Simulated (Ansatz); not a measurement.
A run of Ansatz 0.2.0 is set up as follows.

The input input.yaml:

```yaml
crystal:
  lattice:
    - [0.0, 2.873958, 2.873958]
    - [2.873958, 0.0, 2.873958]
    - [2.873958, 2.873958, 0.0]
  atoms:
    - { symbol: Cd, position: [0.0, 0.0, 0.0] }
    - { symbol: Se, position: [0.5, 0.5, 0.5] }
hamiltonian:
  xc: pbe
  pseudopotentials: { kind: nc }
  dispersion: d3bjatm
kpoints:
  mp_grid: { grid: [8, 8, 8] }
scf:
  occupations: { method: cold, width: 0.01 }
  mixing: { algorithm: anderson, beta: 0.7 }
output:
  forces: true
  stress: true
  eigenvalues: true
  bader: false
  populations: intrinsic
```

Potentials or basis: Ansatz NC.

Launch:

```bash
$ ansatz run input.yaml --threads 1 --pin off --max-ram 2560MiB --backend cpu --events-out ev --progress --plain --runs-dir out
```

(1) Estimate the pressure.

(2) Estimate the band gap on the k mesh.

Results:

(1) -2.7 GPa.

(2) none (metal or under the smearing width).

Caveat: pairwise dispersion overbinds metals, which lowers pressure and volume.
